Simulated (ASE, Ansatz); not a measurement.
# Force difference against the spacing of support functions in Ba2CdP4H6O16 (P2_1/c) (58 atoms)

The cell holds 58 atoms: 4 Ba, 2 Cd, 12 H, 8 P and 32 O. Its edges and angles: a = 5.434 Å, b = 10.140 Å, c = 12.298 Å, α = 90.0°, β = 100.4°, γ = 90.0°. It derives from Ba2CdP4H6O16 (P2_1/c), repeated 1×1×1. Ba2CdP4H6O16, space group P2_1/c, structure from the Crystallography Open Database, 1 x 1 x 1 conventional cells; every coordinate displaced by a Gaussian of 0.03 Å; bonds to H set to neutron lengths (C-H 1.089, N-H 1.015, O-H 0.983, B-H 1.19 Å) where the listed ones are shorter.

Calculated with Ansatz 0.2.0: Kohn-Sham DFT, PBE+D4, PAW (set soft_2), localised support functions (medium), with the spacing typed; the reference is Kohn-Sham DFT, PBE+D4, PAW (set soft_2), plane waves, cutoff 750 eV, k-mesh 2×1×1, fixed occupations, with an r.m.s. force component of 1.38 eV/Å.

| spacing (Å) | r.m.s. force difference (meV/Å) | time |
| --- | --- | --- |
| 0.147 | 1.478 | 2.6 min |
| 0.165 | ? | ? |
| 0.211 | 1.754 | 79 s |
| 0.238 | 1.898 | 64 s |
| 0.275 | 7.141 | 61 s |
| 0.33 | 29.92 | 49 s |

**Question.** Fit a power law of the spacing to the rows given and interpolate to the withheld row.

**Working.**

A power law y = A x^b is a line in u = ln x and v = ln y.

| u = ln x | v = ln y |
| --- | --- |
| -1.91732 | 0.390690 |
| -1.55590 | 0.561899 |
| -1.43548 | 0.640801 |
| -1.29098 | 1.96585 |
| -1.10866 | 3.39839 |

With n = 5: mean u = -1.46167, mean v = 1.39153, Σ(u − ū)² = 0.37093, Σ(u − ū)(v − v̄) = 1.3210. Slope b = 1.3210 / 0.37093 = 3.5614; intercept a = v̄ − b ū = 6.5970.

At the withheld row u = -1.802, v = a + b u = 0.1802, and y = exp(v).

Prediction at 0.165: 1.197 meV/Å. The run gave 1.594 meV/Å, so the fit is low by 0.40 meV/Å (25 % of the value).

The fitted exponent is 3.6. Between neighbouring rows, the withheld one included, the exponents are 0.65, 0.39, 0.66, 9.2 and 7.9, so one power law doesn't hold over the range: the values level off at a floor. Among the rows given, the largest relative miss of the fit is at 0.238, by 2.5 meV/Å (133 %).

Limits: The difference holds the reference's own basis error, which sets a floor under it.

[Hosts, paths, dates, database ids (printed as entryN), source tags and the programs' standing remarks are cut or masked in the printed files.]
